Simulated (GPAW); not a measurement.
ZrS:

```
Zr S
1.0
     0.00000    2.62500    2.62500
     2.62500    0.00000    2.62500
     2.62500    2.62500    0.00000
Zr S
1 1
Direct
  0.00000 0.00000 0.00000
  0.50000 0.50000 0.50000
```

```yaml
Program: GPAW 26.7.0
Task: relaxation of cell and atoms
Functional: LDA
Potentials_or_basis: the program's PAW data sets (release 1.2.1) made for this functional
Cutoff: 600 eV
Basis: pw
k_mesh: 9 × 9 × 9
Occupations: fermi-dirac, width 0.05 eV
Spin: no spin polarisation
```

At the start: pressure -9.8 GPa; volume 18.09 Å³/atom.

Task: How do energy, volume and symmetry change on relaxing?

Result: Over 4 steps the energy falls by 41.1 meV/atom and the volume is 16.81 Å³/atom (-7.1 %); space group Fm-3m (No. 225, to 0.05 Å).

Step by step:
| step | energy change (eV) | largest force (eV/Å) | pressure (GPa) | volume (Å³) |
| --- | --- | --- | --- | --- |
| 1 | 0.0000 | 0.0000 | -9.81 | 36.18 |
| 2 | -0.0441 | 0.0000 | -7.00 | 35.33 |
| 3 | -0.0816 | 0.0000 | 0.77 | 33.45 |
| 4 | -0.0821 | 0.0000 | -0.05 | 33.62 |

Final structure:
```
CELL_PARAMETERS angstrom
0.00000 2.56178 2.56178
2.56178 0.00000 2.56178
2.56178 2.56178 0.00000
ATOMIC_POSITIONS crystal
Zr 0.00000 0.00000 0.00000
S 0.50000 0.50000 0.50000
```

Caveat: later steps reuse the first step's grids.
